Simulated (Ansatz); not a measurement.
Free-standing chains of the atoms of BiTe, named by their start (strip: triangular double chain, ladder: square double chain); atoms and period are relaxed, and energies count from relaxed bulk BiTe (Fm-3m, 32.68 Å³/atom, gap on the mesh 0.00 eV).

All numbers below come from DFT PBEsol, scalar-relativistic, plane waves, PAW (Ansatz).

Plane waves to 420 eV, a k mesh through Γ of 1×1×21 on the computed 2-atom cell and Gaussian smearing (0.05 eV); collinear spin from starting moments 0.5 0.5 μB.

Start (strip chain):

```
Bi Te
1.0
    11.60000    0.00000    0.00000
     0.00000    9.30000    0.00000
     0.00000    0.00000    3.05008
Bi Te
1 1
Cartesian
  4.5052 4.6500 0.0000
  7.0948 4.6500 1.5250
```

Give the relaxed structure and its energy.

The free energy falls by 2 meV/atom.

| Quantity | Value |
| --- | --- |
| excess energy (eV per host atom) | 0.838 |
| period (Å) | 3.067 |
| gap on the mesh (eV) | 0 |
| size of the moment (μB per cell) | 0.00 |

Relaxed structure:
```xyz
2
Lattice="11.6000 0.0000 0.0000 0.0000 9.3000 0.0000 0.0000 0.0000 3.0666" Properties=species:S:1:pos:R:3 pbc="T T T"
Bi    4.4928    4.6500    0.0000
Te    7.1072    4.6500    1.5333
```

Spin-orbit coupling is left out, which matters for the bands of heavy elements.

Each run keeps its start's symmetry and one magnetic start, so lower states can exist.

Time: 83 s on 2 threads of Arm Neoverse V1, on a shared host, peak memory 0.59 GiB.